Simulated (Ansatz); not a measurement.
The calculation used DFT PBE, scalar-relativistic, plane waves, PAW in Ansatz 0.2.0. Settings: cutoff 420 eV, Γ-centred meshes spaced at most about 0.3 Å⁻¹, and about 0.25 Å⁻¹ or finer for metals (2π included), Gaussian smearing. No spin polarisation.

All energies are static (0 K, no zero-point motion).

Question: Order these relaxed structures of Cd3HgTe4 by energy, lowest first, with the energy over the lowest of them.
A.

Space group P-43m (No. 215). a = 6.629 Å, b = 6.629 Å, c = 6.629 Å, α = 90.00°, β = 90.00°, γ = 90.00°
```
atom  site  symmetry       x       y       z
  Cd    3c     -42.m  0.0000  0.5000  0.5000
  Hg    1a      -43m  0.0000  0.0000  0.0000
  Te    4e       .3m  0.7491  0.7491  0.2509
```

B.

Space group P4/mmm (No. 123). a = 4.318 Å, b = 4.318 Å, c = 12.379 Å, α = 90.00°, β = 90.00°, γ = 90.00°
```tsv
atom	site	symmetry	x	y	z
Cd	2g	4mm	0.0000	0.0000	0.7510
Cd	1c	4/mmm	0.5000	0.5000	0.0000
Hg	1d	4/mmm	0.5000	0.5000	0.5000
Te	1a	4/mmm	0.0000	0.0000	0.0000
Te	2h	4mm	0.5000	0.5000	0.2420
Te	1b	4/mmm	0.0000	0.0000	0.5000
```

Answer: A (0 meV/atom), B (171 meV/atom). Counting Te atoms around Cd and Hg (those within 1.25 times the shortest such distance or 1.15 times the sum of covalent radii): A has Cd 4, Hg 4; B has Cd 6, Hg 6. Both come from invented guesses.

These runs have no spin–orbit coupling, which can matter for Hg and Te. Cells relaxed within their symmetry can be saddle points. Some types were kept out of the candidates beforehand, so the set may lack a known form.
